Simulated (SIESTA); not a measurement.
GaN:

```xyz
2
Lattice="0.0000 2.1352 2.1352 2.1352 0.0000 2.1352 2.1352 2.1352 0.0000" Properties=species:S:1:pos:R:3 pbc="T T T"
Ga    0.0000    0.0000    0.0000
N     2.1352    2.1352    2.1352
```

Measurements of this composition are mostly on another form, of space group No. 186.

Base run:

```yaml
Program: SIESTA 5.4.2
Functional: LDA
Potentials_or_basis: PseudoDojo 0.4 standard (LDA files)
Basis: DZP (energy shift 0.003 Ry; two zetas on semicore shells)
Grid_cutoff: 800 Ry
Energy_shift: 0.003 Ry
k_mesh: 11 × 11 × 11
Occupations: fermi-dirac, width 0.05 eV
Spin: no spin polarisation
```

Its results: band gap on the k mesh 0.30 eV, indirect (least direct gap 2.48 eV); pressure -10.2 GPa.

Q: The run is repeated on the same cell with these changes: functional from LDA to PBEsol; potentials or basis from PseudoDojo 0.4 standard (LDA files) to PseudoDojo 0.4 standard (PBEsol files). What comes out?

A: Band gap on the k mesh 0.43 eV, indirect (least direct gap 2.42 eV); pressure -3.9 GPa.

Caveats: an odd mesh through Γ misses points on the zone boundary, where band edges often lie; the basis of atomic orbitals isn't converged, which shifts pressures, moduli and gaps.
